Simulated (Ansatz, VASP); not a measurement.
**GeSbTe3 in VASP and in Ansatz**

Contents of POSCAR:

```
GeSbTe3
1.0
    2.1034800504      1.2144447733      9.8714625907
   -2.1034800504      1.2144447733      9.8714625907
    0.0000000000     -2.4288895466      9.8714625907
Ge Sb Te
1 1 3
Direct
    0.5978230000      0.5978230000      0.5978230000
    0.3977000000      0.3977000000      0.3977000000
    0.9983600000      0.9983600000      0.9983600000
    0.7925750000      0.7925750000      0.7925750000
    0.2135430000      0.2135430000      0.2135430000
```

Contents of INCAR.step1:

```
PREC = Accurate ; ENCUT = 520
ISMEAR = 0 ; SIGMA = 0.1
LREAL = F ; LASPH = T
NELM = 100 ; NBANDS = 26
GGA = PE ; ALGO = Normal
EDIFF = 1E-4 ; LWAVE = T
LCHARG = F
```

INCAR.step2

```
PREC = Accurate ; ENCUT = 520
EDIFF = 1E-6 ; ISMEAR = 0
SIGMA = 0.1 ; LREAL = F
LASPH = T ; NELM = 100
ALGO = Normal ; ISIF = 2
LWAVE = F ; LCHARG = F
METAGGA = R2SCAN ; LMIXTAU = T
NBANDS = 26 ; ISTART = 1
```

The input KPOINTS:

```
regular mesh
0
Gamma
  6 6 6
```

Input for Ansatz:

```yaml
crystal:
  lattice:
    - [2.1034800504, 1.2144447733, 9.8714625907]
    - [-2.1034800504, 1.2144447733, 9.8714625907]
    - [0.0, -2.4288895466, 9.8714625907]
  atoms:
    - { symbol: Ge, position: [0.597823, 0.597823, 0.597823] }
    - { symbol: Sb, position: [0.3977, 0.3977, 0.3977] }
    - { symbol: Te, position: [0.99836, 0.99836, 0.99836] }
    - { symbol: Te, position: [0.792575, 0.792575, 0.792575] }
    - { symbol: Te, position: [0.213543, 0.213543, 0.213543] }
basis:
  ecutwfc: 500
kpoints:
  mp_grid: { grid: [6, 6, 6] }
hamiltonian:
  xc: r2scan
scf:
  occupations: { method: gaussian, width: 0.1 }
output:
  forces: true
  stress: true
  eigenvalues: true
```

The cell comes from a database or a generator and needn't be the stable form of this composition.

Alike in both runs: task single point; functional r2SCAN; k mesh 6 × 6 × 6; occupations gaussian, width 0.1 eV; no spin polarisation.

```csv
,VASP,Ansatz
version,VASP 6.6.1,Ansatz 0.2.0
potentials or method,"VASP PAW PBE potentials, release 64 (Ge_d, Sb, Te)","scalar-relativistic, plane waves, PAW"
plane-wave cutoff (eV),520,500
valence electrons in the cell,37,77
```

VASP gave:

- gap on the k mesh at the Fermi level (eV): none
- pressure (GPa): -0.8
- largest component of the traceless stress (GPa): 0.08
- rms of the force components (eV/Å): 0.109

Question: Which values does Ansatz return?

Answer: gap on the k mesh at the Fermi level (eV): none; pressure (GPa): -0.8; largest component of the traceless stress (GPa): 0.08; rms of the force components (eV/Å): 0.115.

Atom by atom the forces differ by 0.007 eV/Å (rms over components). A gap of «none» marks a metal or a gap that the smearing closes. The two sets of potentials don't hold the same shells in valence.

Caveats: the PAW data sets were made with another functional, which shifts forces and pressure a little (VASP). The runs have no spin-orbit coupling, so splittings on Sb, Te are missing.
